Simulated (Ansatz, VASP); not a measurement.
## One calculation of HfO2, two programs

Contents of INCAR:

```
SYSTEM = HfO2
PREC = Accurate ; ENCUT = 520
EDIFF = 1E-6 ; ISMEAR = -1
SIGMA = 0.05 ; LREAL = .False.
LASPH = .True. ; NELM = 100
ALGO = Normal ; ISIF = 2
LWAVE = .False. ; LCHARG = .False.
GGA = B5 ; ALDAX = 1.0
AGGAX = 1.0 ; AGGAC = 1.0
ALDAC = 0.0 ; IVDW = 13
VDW_S6 = 1.0 ; VDW_S8 = 2.34076671
VDW_A1 = 0.44488865 ; VDW_A2 = 4.0933009
NBANDS = 18
```

File KPOINTS:

```
Automatic mesh
0
Gamma
  9 9 9
  0 0 0
```

The input POSCAR:

```
HfO2
1.0
    0.0000000000      2.5403350533      2.5403350533
    2.5403350533      0.0000000000      2.5403350533
    2.5403350533      2.5403350533      0.0000000000
Hf O
1 2
Direct
    0.0000000000      0.0000000000      0.0000000000
    0.7500000000      0.7500000000      0.7500000000
    0.2500000000      0.2500000000      0.2500000000
```

Contents of input.yaml:

```yaml
crystal:
  lattice:
    - [0.0, 2.5403350533, 2.5403350533]
    - [2.5403350533, 0.0, 2.5403350533]
    - [2.5403350533, 2.5403350533, 0.0]
  atoms:
    - { symbol: Hf, position: [0.0, 0.0, 0.0] }
    - { symbol: O, position: [0.75, 0.75, 0.75] }
    - { symbol: O, position: [0.25, 0.25, 0.25] }
hamiltonian:
  xc: blyp
  pseudopotentials: { kind: paw }
  dispersion: d4
kpoints:
  mp_grid: { grid: [9, 9, 9] }
scf:
  occupations: { method: fermi_dirac, width: 0.05 }
output:
  forces: true
  stress: true
  eigenvalues: true
  write_density: true
  write_potential: true
  elf: true
  volumetric_format: npy
```

Measurements of this composition are mostly on another form, of space group No. 14.

Alike in both runs: task single point; functional BLYP; dispersion D4; k mesh 9 × 9 × 9; occupations fermi-dirac, width 0.05 eV; no spin polarisation.

|  | VASP | Ansatz |
| --- | --- | --- |
| version | VASP 6.6.1 | Ansatz 0.2.0 |
| potentials or method | VASP PAW PBE potentials, release 64 (Hf_pv, O) | Ansatz PAW |
| plane-wave cutoff (eV) | 520 | 420 |
| valence electrons in the cell | 22 | 38 |

Ansatz gave:

| Property | Result |
| --- | --- |
| gap on the k mesh at the Fermi level (eV) | 3.94 |
| least direct gap on the mesh (eV) | 4.06 |
| pressure (GPa) | 2.8 |
| dispersion energy (meV/atom) | -360.8 |

Task: Estimate VASP's values.

Result: gap on the k mesh at the Fermi level (eV): 3.94; least direct gap on the mesh (eV): 4.09; pressure (GPa): -0.2; dispersion energy (meV/atom): -360.7.

The two sets of potentials don't hold the same shells in valence.

Caveats: spin-orbit coupling is left out, which moves the levels of the heavy elements; the PAW data sets were made with another functional, which shifts forces and pressure a little (VASP); an odd mesh through Γ misses points on the zone boundary, where band edges often lie (VASP); odd divisions of the mesh miss points on the zone boundary, where band edges often lie, so the gap on the mesh can be too wide (Ansatz); the pressure holds a Pulay correction of +1.1 GPa for the finite cutoff (Ansatz); the PAW data sets come from PBE, with cores solved anew for the run's functional, which leaves a small shift of forces and pressure (Ansatz). Expect the measured gap to be larger: semilocal functionals such as BLYP lack the derivative discontinuity.
